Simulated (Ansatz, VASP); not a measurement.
## One calculation of AlN, two programs

Contents of INCAR:

```
SYSTEM = AlN
  ALGO = Normal
  EDIFF = 1E-7
  ENCUT = 520
  GGA = PE
  ISIF = 2
  ISMEAR = 0
  LASPH = .TRUE.
  LCHARG = .FALSE.
  LREAL = .FALSE.
  LWAVE = .FALSE.
  NBANDS = 16
  NELM = 60
  PREC = Accurate
  SIGMA = 0.01
```

KPOINTS

```
k-points
0
G
  6 6 4
  0 0 0
```

The input POSCAR:

```
AlN
1.0
    3.1066945035      0.0000000000      0.0000000000
   -1.5533472517      2.6904763619      0.0000000000
    0.0000000000      0.0000000000      4.9785885504
Al N
2 2
Direct
    0.3333333333      0.6666666667     -0.0007956040
    0.6666666667      0.3333333333      0.4992043960
    0.3333333333      0.6666666667      0.3807956040
    0.6666666667      0.3333333333      0.8807956040
```

Input for Ansatz:

```yaml
crystal:
  lattice:
    - [3.1066945035, 0.0, 0.0]
    - [-1.5533472517, 2.6904763619, 0.0]
    - [0.0, 0.0, 4.9785885504]
  atoms:
    - { symbol: Al, position: [0.3333333333, 0.6666666667, -0.000795604] }
    - { symbol: Al, position: [0.6666666667, 0.3333333333, 0.499204396] }
    - { symbol: "N", position: [0.3333333333, 0.6666666667, 0.380795604] }
    - { symbol: "N", position: [0.6666666667, 0.3333333333, 0.880795604] }
kpoints:
  mp_grid: { grid: [6, 6, 4] }
hamiltonian:
  xc: pbe
scf:
  occupations: { method: fixed }
output:
  optics:
    e_range: [2, 30]
    de: 0.2
    sigma: 0.25
    scissors: 0.3
    scheme: fermi_dirac
  write_density: true
  write_potential: true
  elf: true
  volumetric_format: npy
```

Alike in both runs: task single point; functional PBE; k mesh 6 × 6 × 4; no spin polarisation.

|  | VASP | Ansatz |
| --- | --- | --- |
| version | VASP 6.6.1 | Ansatz 0.2.0 |
| potentials or method | VASP PAW PBE potentials, release 64 (Al, N) | plane waves, PAW |
| plane-wave cutoff (eV) | 520 | 420 |
| occupations | gaussian, width 0.01 eV | fixed |
| valence electrons in the cell | 16 | 16 |

Ansatz gave:

| Quantity | Value |
| --- | --- |
| gap on the k mesh at the Fermi level (eV) | 4.23 |

Problem. What did VASP give for the same quantities?

Solution. gap on the k mesh at the Fermi level (eV): 4.24.

Expect the measured gap to be larger: semilocal functionals such as PBE lack the derivative discontinuity.
